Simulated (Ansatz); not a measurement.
Crystal: Au.

```xyz
1
Lattice="0.0000 2.0350 2.0350 2.0350 0.0000 2.0350 2.0350 2.0350 0.0000" Properties=species:S:1:pos:R:3 pbc="T T T"
Au    0.0000    0.0000    0.0000
```

| Item | Value |
| --- | --- |
| Program | Ansatz 0.2.0 |
| Task | relaxation of cell and atoms |
| Functional | LDA |
| Potentials or basis | all-electron LAPW, scalar-relativistic |
| Basis error allowed | 0.001 eV/atom |
| k mesh | 11 × 11 × 11 |
| Occupations | fermi-dirac, width 0.05 eV |
| Spin | no spin polarisation |

At the start: volume 16.85 Å³/atom.

Problem. How do energy, volume and symmetry change on relaxing?

Solution. Over 4 steps the energy falls by 2.7 meV/atom and the volume is 16.58 Å³/atom (-1.7 %); space group Fm-3m (No. 225, to 0.05 Å).

Step by step:
| step | energy change (eV) | largest force (eV/Å) | volume (Å³) |
| --- | --- | --- | --- |
| 1 | 0.0000 | 0.0000 | 16.85 |
| 2 | -0.0027 | 0.0000 | 16.60 |
| 3 | -0.0027 | 0.0000 | 16.58 |
| 4 | -0.0027 | 0.0000 | 16.58 |

Final structure:
```xyz
1
Lattice="0.0000 2.0237 2.0237 2.0237 0.0000 2.0237 2.0237 2.0237 0.0000" Properties=species:S:1:pos:R:3 pbc="T T T"
Au    0.0000    0.0000    0.0000
```
